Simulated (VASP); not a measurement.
A run of VASP 6.6.1 is set up as follows.

The input POSCAR:

```
TePb
1.0
    0.0000000000      3.2310000000      3.2310000000
    3.2310000000      0.0000000000      3.2310000000
    3.2310000000      3.2310000000      0.0000000000
Pb Te
1 1
Direct
    0.0000000000      0.0000000000      0.0000000000
    0.5000000000      0.5000000000      0.5000000000
```

Contents of INCAR.step1:

```
PREC = Accurate
ENCUT = 520
EDIFF = 1E-5
ISMEAR = 0
SIGMA = 0.02
LREAL = F
LASPH = T
NELM = 60
ALGO = Normal
ISIF = 2
LWAVE = T
LNONCOLLINEAR = T
MAGMOM = 0 0 0 0 0 0
LORBIT = 11
LSORBIT = T
GGA_COMPAT = F
NBANDS = 32
GGA = PE
KPAR = 4
```

The input INCAR.step2:

```
PREC = Accurate
ENCUT = 520
EDIFF = 1E-6
ISMEAR = 0
SIGMA = 0.02
LREAL = F
LASPH = T
NELM = 60
ALGO = Normal
ISIF = 2
LWAVE = F
LCHARG = T
LNONCOLLINEAR = T
MAGMOM = 0 0 0 0 0 0
LORBIT = 11
LSORBIT = T
GGA_COMPAT = F
GGA = PE
LHFCALC = T
HFSCREEN = 0.2
PRECFOCK = Fast
LVHAR = T
NBANDS = 32
ISTART = 1
KPAR = 4
```

The input KPOINTS:

```
Automatic mesh
0
Gamma
  6 6 6
```

Potentials or basis: VASP PAW PBE potentials, release 64 (Pb_d, Te).

Launch:

```sh
$ cat potpaw_PBE.64/Pb_d/POTCAR potpaw_PBE.64/Te/POTCAR > POTCAR
$ cp INCAR.step1 INCAR
$ mpirun -np 4 vasp_ncl > vasp.out
$ cp INCAR.step2 INCAR
$ mpirun -np 4 vasp_ncl > vasp.out
```

Predict the pressure.

0.8 GPa.

Caveat: the PAW data sets were made with another functional, which shifts forces and pressure a little.
